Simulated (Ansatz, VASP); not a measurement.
One calculation of MgS (Niningerite), two programs

INCAR

```
SYSTEM = MgS
ALGO = Normal
EDIFF = 1E-6
ENCUT = 520
GGA = CA
ISIF = 2
ISMEAR = -1
LASPH = .TRUE.
LCHARG = .FALSE.
LREAL = .FALSE.
LWAVE = .FALSE.
NBANDS = 11
NELM = 60
PREC = Accurate
SIGMA = 0.05
```

Contents of KPOINTS:

```
k-points
0
G
  9 9 9
  0 0 0
```

The input POSCAR:

```
MgS
1.0
    0.0000000000      2.6016500000      2.6016500000
    2.6016500000      0.0000000000      2.6016500000
    2.6016500000      2.6016500000      0.0000000000
S Mg
1 1
Direct
    0.5000000000      0.5000000000      0.5000000000
    0.0000000000      0.0000000000      0.0000000000
```

The input input.yaml:

```yaml
crystal:
  lattice:
    - [0.0, 2.60165, 2.60165]
    - [2.60165, 0.0, 2.60165]
    - [2.60165, 2.60165, 0.0]
  atoms:
    - { symbol: S, position: [0.5, 0.5, 0.5] }
    - { symbol: Mg, position: [0.0, 0.0, 0.0] }
hamiltonian:
  xc: lda
  pseudopotentials: { kind: paw }
kpoints:
  mp_grid: { grid: [9, 9, 9] }
  band_path:
    path:
      - [[0.0, 0.0, 0.0], [0.5, 0.0, 0.5], [0.5, 0.25, 0.75], [0.375, 0.375, 0.75], [0.0, 0.0, 0.0], [0.5, 0.5, 0.5], [0.625, 0.25, 0.625], [0.5, 0.25, 0.75], [0.5, 0.5, 0.5], [0.375, 0.375, 0.75]]
      - [[0.625, 0.25, 0.625], [0.5, 0.0, 0.5]]
    npoints: 14
scf:
  occupations: { method: fermi_dirac, width: 0.05 }
  n_extra_bands: 6
output:
  forces: true
  stress: true
  eigenvalues: true
  fatbands: false
```

Alike in both runs: functional LDA; k mesh 9 × 9 × 9; occupations fermi-dirac, width 0.05 eV; no spin polarisation.

|  | VASP | Ansatz |
| --- | --- | --- |
| version | VASP 6.6.1 | Ansatz 0.2.0 |
| potentials or method | VASP PAW LDA potentials, release 64 (S, Mg) | Ansatz PAW |
| plane-wave cutoff (eV) | 520 | 420 |
| valence electrons in the cell | 8 | 16 |
| task | single point | band structure |

Ansatz gave:

| Quantity | Value |
| --- | --- |
| gap on the k mesh at the Fermi level (eV) | 2.69 |
| least direct gap on the mesh (eV) | 3.48 |
| pressure (GPa) | -3.3 |

Question: Which values does VASP return?

Answer: gap on the k mesh at the Fermi level (eV): 2.69; least direct gap on the mesh (eV): 3.49; pressure (GPa): -3.9.

The two sets of potentials don't hold the same shells in valence.

Caveats: an odd mesh through Γ misses points on the zone boundary, where band edges often lie (VASP); the k mesh misses the band edges, so the gap on the mesh is wider than the one along the path (Ansatz); the PAW data sets come from PBE, with cores solved anew for the run's functional, which leaves a small shift of forces and pressure (Ansatz).
